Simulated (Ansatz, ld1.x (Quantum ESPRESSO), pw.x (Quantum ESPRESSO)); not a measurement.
pw.x on diamond Be: one setting changed

Potential: norm-conserving Troullier–Martins (Kleinman–Bylander form), ld1.x (Quantum ESPRESSO) 7.5, PBE; core [He], reference 2s2 2p0; waves: 2s (bound): rc 1.85 bohr; 3d channel at 0.05 Ry: rc 2.75 bohr; 2p (bound, empty): rc 2.55 bohr; local part: the p channel; core correction: a·sin(br)/r model core inside 0.90 bohr.

The reference run (k-mesh 9³, cutoffs 50/200 Ry, Fermi–Dirac 0.01 Ry, mixing_beta 0.4, conv_thr 1e-9, no spin) gives -0.43 GPa at 14.743 Å³/atom, where all-electron LAPW gives -0.10 GPa. This run, with its own iteration cap, changes degauss to 0.005.

```
&control
  calculation='scf', prefix='x', pseudo_dir='./', outdir='./tmp', tstress=.true., disk_io='none'
/
&system
  ibrav=0, nat=2, ntyp=1, ecutwfc=50, ecutrho=200, nbnd=9,
  occupations='smearing', smearing='fd', degauss=0.005
/
&electrons
  conv_thr=1e-09, mixing_beta=0.4, electron_maxstep=50
/
ATOMIC_SPECIES
Be 1.0 Be.UPF
CELL_PARAMETERS angstrom
  0.00000000 2.45204605 2.45204605
  2.45204605 0.00000000 2.45204605
  2.45204605 2.45204605 0.00000000
ATOMIC_POSITIONS crystal
Be 0.0000 0.0000 0.0000
Be 0.2500 0.2500 0.2500
K_POINTS automatic
9 9 9 0 0 0
```

```bash
pw.x < Be.scf.in > Be.scf.out
```

How does the run end?

It converges in 5 iterations; the free energy moves by +9.8 meV/atom and the pressure by -0.07 GPa. In a metal, with Fermi–Dirac smearing, F lies below its zero-width value by a term in the square of the width.

```
Message from routine setup:
     using ibrav=0 with symmetry is DISCOURAGED, use correct ibrav instead
     lattice parameter (alat)  =       6.5530  a.u.
     unit-cell volume          =     198.9814 (a.u.)^3
     number of electrons       =         4.00
     number of Kohn-Sham states=            9
     kinetic-energy cutoff     =      50.0000  Ry
     charge density cutoff     =     200.0000  Ry
     scf convergence threshold =      1.0E-09
     Exchange-correlation= PBE
     number of k points=    35  Fermi-Dirac smearing, width (Ry)=  0.0050
     iteration #  1     ecut=    50.00 Ry     beta= 0.40
     total energy              =      -5.14372366 Ry
     estimated scf accuracy    <       0.00318838 Ry
     iteration #  2     ecut=    50.00 Ry     beta= 0.40
     total energy              =      -5.14363500 Ry
     estimated scf accuracy    <       0.00099810 Ry
     iteration #  3     ecut=    50.00 Ry     beta= 0.40
     total energy              =      -5.14366361 Ry
     estimated scf accuracy    <       0.00000204 Ry
     iteration #  4     ecut=    50.00 Ry     beta= 0.40
     total energy              =      -5.14366397 Ry
     estimated scf accuracy    <          3.2E-09 Ry
     iteration #  5     ecut=    50.00 Ry     beta= 0.40
     the Fermi energy is     2.3436 ev
!    total energy              =      -5.14366397 Ry
     estimated scf accuracy    <          5.2E-10 Ry
     smearing contrib. (-TS)   =      -0.00079283 Ry
     The total energy is F=E-TS. E is the sum of the following terms:
     one-electron contribution =       2.31150065 Ry
     hartree contribution      =       0.11918164 Ry
     xc contribution           =      -2.92344371 Ry
     ewald contribution        =      -4.65010971 Ry
     convergence has been achieved in   5 iterations
          total   stress  (Ry/bohr**3)                   (kbar)     P=       -5.01
     Message from routine punch:
     Nothing written, as per user request (disk_io='none')
```

The run took about 2.1 s on one core of a shared host (AMD EPYC 9R45, 192 threads, 1484 GiB, load 11).
